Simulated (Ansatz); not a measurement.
**Titanium, omega (AlB2-type) under revPBE: structure, energy and stiffness**

What does revPBE give for titanium in the omega (AlB2-type) structure? We relax it, solve it on a dense k-mesh, then scale the cell to 7 volumes from 88 to 112 % of the relaxed one and try a fit of the equation of state. Spin polarisation is left out. The k-meshes are 8×8×11 for the relaxation; 11×11×15 for the dense run; 9×9×12 for the volumes.

Computed with Ansatz 0.2.0 (DFT revPBE, plane waves (420 eV) with PAW, scalar-relativistic; PAW files made under PBE, frozen cores solved again for the functional, unless a step says otherwise).

### 1 Starting point

It takes space group P6/mmm (No. 191, hexagonal). The conventional cell has a = 4.638 Å, b = 4.638 Å, c = 2.843 Å, α = 90.00°, β = 90.00°, γ = 120.00°. Ti (site symmetry 6/mmm) has 14 Ti at 2.84 to 3.03 Å as nearest neighbours. Ti (site symmetry -6m2) is surrounded by 11 Ti at 2.68 to 3.03 Å.

Coordinates:

```
CELL_PARAMETERS angstrom
4.63830 0.00000 0.00000
-2.31915 4.01689 0.00000
0.00000 0.00000 2.84328
ATOMIC_POSITIONS crystal
Ti 0.00000 0.00000 0.00000
Ti 0.33333 0.66667 0.50000
Ti 0.66667 0.33333 0.50000
```

### 2 Relaxing cell and atoms

File input.yaml:

```yaml
crystal:
  lattice:
    - [4.6382998794, 0.0, 0.0]
    - [-2.3191499397, 4.0168855259, 0.0]
    - [0.0, 0.0, 2.8432778261]
  atoms:
    - { symbol: Ti, position: [0.0, 0.0, 0.0] }
    - { symbol: Ti, position: [0.3333333333, 0.6666666667, 0.5] }
    - { symbol: Ti, position: [0.6666666667, 0.3333333333, 0.5] }
hamiltonian:
  xc: revpbe
  pseudopotentials:
    kind: paw
    azcp:
      Ti: "pseudopotentials/Ti.paw.azcp"
basis:
  ecutwfc: 420
  fft_grid_basis: typed
kpoints:
  mp_grid: { grid: [8, 8, 11], shift: [0, 0, 0] }
magnetization:
  spin_polarized: false
scf:
  occupations: { method: fermi_dirac, width: 0.1 }
relax:
  max_steps: 60
  f_tol: 0.01
  cell: {}
```

After this run come: Dense single point; The cell scaled to 88 % of its volume; The cell scaled to 92 % of its volume; The cell scaled to 96 % of its volume; The cell scaled to 100 % of its volume; The cell scaled to 104 % of its volume; The cell scaled to 108 % of its volume; The cell scaled to 112 % of its volume.

Q: Predict the outcome of this session. Wanted: space group; conventional cell; volume; shortest distance; gap on the mesh; highest ELF outside the cores; V₀, B₀, B₀′.

As calculated:

| quantity | value |
| --- | --- |
| space group (spins left aside) | P6/mmm (No. 191) |
| conventional cell | a = 4.616 Å, c = 2.850 Å (c/a = 0.617) |
| volume | 17.526 Å³/atom |
| shortest distance | 2.665 Å |
| gap on the mesh | none (levels filled in part) |
| highest ELF outside the cores | 0.78, 1.95 Å from the nearest atom |
| V₀, B₀, B₀′ | 17.496 Å³/atom, 108 GPa, 3.6 |

What this shows: From the guessed start the volume shrank by 0.7 % in 5 steps. Levels at the Fermi energy are filled in part, as in a metal. The fitted modulus is 108 GPa; letting shape and positions relax at each volume could only lower it. The symmetry was held, so the structure may be unstable against distortions that break it.
